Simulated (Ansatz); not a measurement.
Runs of Ansatz 0.2.0 on InP. The structure is cubic, space group Fm-3m (No. 225). Conventional cell: a = 5.538 Å, b = 5.538 Å, c = 5.538 Å, α = 90.00°, β = 90.00°, γ = 90.00°. In (site symmetry m-3m) has 6 P at 2.77 Å as nearest neighbours. P (site symmetry m-3m) is surrounded by 6 In at 2.77 Å. Measurements of this composition are mostly on another form, of space group No. 216.

```csv
level,gap on the mesh (eV),pressure (GPa),relaxed volume (Å³/atom)
revPBE+D3(BJ),none,0.0,20.04
RPBE+D4,none,0.0,20.20
BLYP+D3(BJ),none,0.0,20.81
RPBE+D3(BJ),none,0.0,(b)
BLYP+D4,none,0.0,21.10
PBEsol+D3(BJ),none,0.0,(a)
PBEsol+D4,none,0.0,19.88
revPBE+D4,none,0.0,20.20
```

Alike in all rows: task relaxation of cell and atoms; potentials or basis Ansatz PAW; no spin polarisation; cell relaxed; k mesh 8 × 8 × 8; cutoff (eV) 420; smearing fermi-dirac 0.05 eV.

Task: Fill in the values left out.

Result: (a) 19.61; (b) 17.47.

Caveats: the plane-wave basis is chosen anew once the cell has moved, so the energies of steps on either side of that aren't comparable; pairwise dispersion overbinds metals, which lowers pressure and volume; the PAW data sets come from PBE, with cores solved anew for the run's functional, which leaves a small shift of forces and pressure; the volume moved by over 15 % at a fixed basis, so the end points are rough (some runs).

A k mesh can miss the band edges, and the runs leave out spin-orbit coupling on In.

A gap of «none» marks a metal or a gap under the smearing width.

Runs at the PBE level aren't shown here.
